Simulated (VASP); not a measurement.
A VASP 6.6.1 single-point calculation on KI

INCAR

```
SIGMA = 0.2
NELMDL = 0
LREAL = .FALSE.
GGA = CA
IBRION = -1
EDIFF = 1E-7
LCHARG = .FALSE.
LASPH = .TRUE.
NSW = 0
PREC = Accurate
LWAVE = .FALSE.
NBANDS = 15
NELM = 55
ISIF = 2
ENCUT = 520
ISMEAR = -1
```

KPOINTS

```
KPOINTS created by Atomic Simulation Environment
0
Gamma
6 6 6
0 0 0
```

POSCAR

```
K  I
 1.0000000000000000
    -0.0000000000000000    3.5442849964056475    3.5442849964056475
     3.5442849964056475   -0.0000000000000000    3.5442849964056475
     3.5442849964056475    3.5442849964056475   -0.0000000000000000
 K   I
   1   1
Cartesian
 -0.0000000000000000 -0.0000000000000000 -0.0000000000000000
  3.5442849964056471  3.5442849964056471  3.5442849964056471
```

The recommended LDA PAW datasets give the neutral cell 16 valence electrons.

Command

```
mpirun -np 1 vasp_std
```

OSZICAR

```
N       E                     dE             d eps       ncg     rms          rms(c)
DAV:   1     0.927626933377E+02    0.92763E+02   -0.64134E+03   480   0.907E+02
DAV:   2    -0.216313795468E+00   -0.92979E+02   -0.86099E+02   606   0.226E+02
DAV:   3    -0.593813216881E+01   -0.57218E+01   -0.56912E+01   627   0.458E+01
DAV:   4    -0.622364782232E+01   -0.28552E+00   -0.28541E+00   848   0.978E+00
DAV:   5    -0.622523842682E+01   -0.15906E-02   -0.15905E-02   648   0.748E-01    0.317E+00
DAV:   6    -0.613735047572E+01    0.87888E-01   -0.82546E-02   620   0.184E+00    0.222E+00
DAV:   7    -0.612110960191E+01    0.16241E-01   -0.80552E-02   613   0.153E+00    0.842E-01
DAV:   8    -0.612168872303E+01   -0.57912E-03   -0.12074E-02   578   0.792E-01    0.279E-01
DAV:   9    -0.612157690421E+01    0.11182E-03   -0.32955E-04   670   0.112E-01    0.182E-01
DAV:  10    -0.612156785980E+01    0.90444E-05   -0.42491E-04   606   0.948E-02    0.101E-01
DAV:  11    -0.612156208339E+01    0.57764E-05   -0.77871E-05   602   0.520E-02    0.366E-02
DAV:  12    -0.612156194490E+01    0.13849E-06   -0.29331E-06   663   0.107E-02    0.160E-02
DAV:  13    -0.612156181276E+01    0.13213E-06   -0.38185E-07   629   0.358E-03    0.827E-03
DAV:  14    -0.612156171317E+01    0.99593E-07   -0.33438E-07   620   0.271E-03
   1 F= -.61215617E+01 E0= -.61215321E+01  d E =-.592089E-04
```

From OUTCAR

```
k-points           NKPTS =     16   k-points in BZ     NKDIM =     16   number of bands    NBANDS=     15

   NELECT =      16.0000    total number of electrons

   dimension x,y,z NGX =    40 NGY =   40 NGZ =   40
   dimension x,y,z NGXF=    80 NGYF=   80 NGZF=   80

  energy-cutoff  :      520.00
  volume of cell :       89.05
      direct lattice vectors                 reciprocal lattice vectors
     0.000000000  3.544284996  3.544284996    -0.141072177  0.141072177  0.141072177
     3.544284996  0.000000000  3.544284996     0.141072177 -0.141072177  0.141072177
     3.544284996  3.544284996  0.000000000     0.141072177  0.141072177 -0.141072177

 k-points in reciprocal lattice and weights: KPOINTS created by Atomic Simulation Env
   0.00000000  0.00000000  0.00000000       0.005
   0.16666667  0.00000000  0.00000000       0.037
   0.33333333  0.00000000  0.00000000       0.037
   0.50000000  0.00000000  0.00000000       0.019
   0.16666667  0.16666667  0.00000000       0.028
   0.33333333  0.16666667  0.00000000       0.111
   0.50000000  0.16666667  0.00000000       0.111
  -0.33333333  0.16666667  0.00000000       0.111
   ...

 E-fermi :   1.5225

 k-point     1 :       0.0000    0.0000    0.0000
  band No.  band energies     occupation
      1     -28.8299      2.00000
      2     -12.5532      2.00000
      3     -12.5532      2.00000
      4     -12.5532      2.00000
      5     -11.2317      2.00000
      6      -0.6754      1.99997
      7      -0.6754      1.99997
      8      -0.6754      1.99997
      9       2.9181      0.00186
     10       5.6114      0.00000
     11       5.6114      0.00000
     12       5.6114      0.00000
     13       6.3632      0.00000
     14       6.3632      0.00000
     15       8.7882      0.00000

 k-point     2 :       0.1667    0.0000    0.0000
  band No.  band energies     occupation
      1     -28.8293      2.00000
      2     -12.5987      2.00000
      3     -12.5538      2.00000
      4     -12.5538      2.00000
      5     -11.1552      2.00000
      6      -1.1170      2.00000
      7      -0.7682      1.99998
      8      -0.7682      1.99998
      9       3.5612      0.00007
     10       5.5156      0.00000
     11       5.9018      0.00000
     12       5.9018      0.00000
     13       6.6756      0.00000
     14       6.6756      0.00000
     15       9.6800      0.00000

 k-point     3 :       0.3333    0.0000    0.0000
  band No.  band energies     occupation
      1     -28.8282      2.00000
      2     -12.6784      2.00000
      3     -12.5551      2.00000
      4     -12.5551      2.00000
      5     -11.0116      2.00000
      6      -1.7718      2.00000
      7      -0.9397      1.99999
      8      -0.9397      1.99999
      9       4.3682      0.00000
     10       6.0639      0.00000
     11       6.6074      0.00000
     12       6.6074      0.00000
     13       7.4848      0.00000
     14       7.4848      0.00000
     15       8.6976      0.00000

 ...

  Total       -0.7591522     -0.7591522     -0.7591522      0.0000000     -0.0000000      0.0000000
  in kB      -13.6591449    -13.6591449    -13.6591449      0.0000000     -0.0000000      0.0000000
  external PRESSURE =     -13.6591449 kB  Pullay stress =       0.0000000 kB

 POSITION                                       TOTAL-FORCE (eV/Angst)
 -----------------------------------------------------------------------------------
      0.00000      0.00000      0.00000         0.000000     -0.000000      0.000000
      3.54428      3.54428      3.54428        -0.000000      0.000000      0.000000
 -----------------------------------------------------------------------------------
    total drift:                                0.000000     -0.000000     -0.000000

  FREE ENERGIE OF THE ION-ELECTRON SYSTEM (eV)
  ---------------------------------------------------
  free  energy   TOTEN  =        -6.1215617132 eV

  energy  without entropy=       -6.1215025042  energy(sigma->0) =       -6.12153211
```

It converged. Results: gap between bands v and c on the k mesh 3.59 eV; least direct gap on the k mesh 3.59 eV; pressure -1.4 GPa. Band v is the last that the valence electrons fill when counted band by band, and c is the next.

For comparison, a separate LDA run of the intended cell, on usual settings and not on those above, gives a gap of 3.59 eV on its mesh and a pressure of -1.4 GPa.

The run above took about 28 s on one core of a shared host (Intel Xeon Platinum 8488C) and held 0.19 GiB at most.
